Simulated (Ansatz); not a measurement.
**GaSb: band structure with BLYP**

**Experimental background.**

From a printed reference work, data compilation, for a bulk crystal of GaSb at 4.2 K: band gap 0.811 eV (direct).

The system is GaSb.

```xyz
2
Lattice="0.0000 3.0590 3.0590 3.0590 0.0000 3.0590 3.0590 3.0590 0.0000" Properties=species:S:1:pos:R:3 pbc="T T T"
Sb    4.5885    4.5885    4.5885
Ga    0.0000    0.0000    0.0000
```

```json
{
 "Program": "Ansatz 0.2.0",
 "Task": "band structure",
 "Functional": "BLYP",
 "Potentials or basis": "all-electron LAPW, scalar-relativistic",
 "Cutoff": "279 eV (chosen from the basis error)",
 "Basis error allowed": "0.001 eV/atom",
 "k mesh": "8 × 8 × 8",
 "Occupations": "fermi-dirac, width 0.05 eV",
 "Spin": "no spin polarisation"
}
```

```
Pressure                : 5.3 GPa
Band gap along the path : none (metal or under the smearing width)
```

Levels at the corners of the path, in eV from the Fermi level:
```
point  band 20  band 21  band 22  band 23  band 24  band 25
    Γ    -0.21    -0.04    -0.04    -0.04     2.79     2.79
    X    -6.87    -2.57    -2.57     0.96     1.38     8.60
    W    -6.75    -3.31    -3.09     3.59     4.40     4.44
    K    -6.70    -3.56    -2.19     1.47     3.90     6.58
    Γ    -0.21    -0.04    -0.04    -0.04     2.79     2.79
    L    -6.39    -1.18    -1.18     0.34     3.80     3.80
    U    -6.70    -3.56    -2.19     1.47     3.90     6.58
    W    -6.75    -3.31    -3.09     3.59     4.40     4.44
```

It took 23 s on 1 thread of Arm Neoverse V2, with other jobs on the host, peak memory 0.3 GiB.

A measured gap of GaSb is 0.811 eV (direct; 4.2 K; a printed reference work, data compilation); the calculated 0.00 eV misses it by -0.81 eV. Spin-orbit coupling on Ga, Sb is left out. The value is that of BLYP, without temperature or zero-point motion. Semilocal functionals fall short of measured gaps as a rule.

Caveat: spin-orbit coupling is left out, which moves the levels of the heavy elements.
